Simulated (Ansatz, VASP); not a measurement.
**TiTe2: VASP beside Ansatz**

The input INCAR:

```
ALGO     = Normal         # electronic algorithm
CSHIFT   = 0.1          
EDIFF    = 1E-6           # SCF threshold, eV
ENCUT    = 520            # plane-wave cutoff, eV
GGA      = PE             # functional
ISIF     = 2              # what is computed and relaxed
ISMEAR   = 0              # smearing method
LASPH    = True           # aspherical terms in the spheres
LCHARG   = False          # write CHGCAR
LOPTICS  = True           # frequency-dependent dielectric function
LREAL    = False          # projectors in reciprocal space
LWAVE    = False          # write WAVECAR
NBANDS   = 44             # bands
NEDOS    = 1000           # points of the DOS
NELM     = 100            # most SCF steps
PREC     = Accurate       # precision mode
SIGMA    = 0.02           # smearing width, eV
```

File KPOINTS:

```
k-points
0
Gamma
  8 8 4
```

File POSCAR:

```
TiTe2
1.0
    3.7770000000      0.0000000000      0.0000000000
   -1.8885000000      3.2709779501      0.0000000000
    0.0000000000      0.0000000000      6.4980000000
Te Ti
2 1
Direct
    0.3333333333      0.6666666667      0.7372000000
    0.6666666667      0.3333333333      0.2628000000
    0.0000000000      0.0000000000      0.0000000000
```

The input input.yaml:

```yaml
crystal:
  lattice:
    - [3.777, 0.0, 0.0]
    - [-1.8885, 3.2709779501, 0.0]
    - [0.0, 0.0, 6.498]
  atoms:
    - { symbol: Te, position: [0.3333333333, 0.6666666667, 0.7372] }
    - { symbol: Te, position: [0.6666666667, 0.3333333333, 0.2628] }
    - { symbol: Ti, position: [0.0, 0.0, 0.0] }
hamiltonian:
  xc: pbe
  pseudopotentials: { kind: paw }
kpoints:
  mp_grid: { grid: [8, 8, 4] }
scf:
  occupations: { method: gaussian, width: 0.02 }
output:
  forces: true
  stress: true
  eigenvalues: true
  write_density: true
  write_potential: true
  elf: true
  volumetric_format: npy
```

Alike in both runs: functional PBE; k mesh 8 × 8 × 4; occupations gaussian, width 0.02 eV; no spin polarisation.

|  | VASP | Ansatz |
| --- | --- | --- |
| version | VASP 6.6.1 | Ansatz 0.2.0 |
| potentials or method | VASP PAW PBE potentials, release 64 (Te, Ti_sv) | Ansatz PAW |
| plane-wave cutoff (eV) | 520 | 420 |
| valence electrons in the cell | 24 | 44 |
| task | optical spectrum | single point |

|  | VASP | Ansatz | Ansatz less VASP |
| --- | --- | --- | --- |
| gap on the k mesh at the Fermi level (eV) | none | none | - |
| pressure (GPa) | 0.9 | 0.9 | -0.02 |
| largest component of the traceless stress (GPa) | 0.38 | 0.37 | -0.008 |
| rms of the force components (eV/Å) | 0.009 | 0.005 | -0.0040 |

Atom by atom the forces differ by 0.004 eV/Å (rms over components). A gap of «none» marks a metal or a gap that the smearing closes. The two sets of potentials don't hold the same shells in valence.

Caveats: this functional lacks dispersion, which binds the layers, so the pressure and a relaxed spacing across them are unreliable; spectra need much finer meshes, so this one isn't converged (VASP); independent-particle spectra lack excitons (VASP); the intraband (Drude) part of a metal's response may be missing (VASP). The runs have no spin-orbit coupling, so splittings on Te are missing.
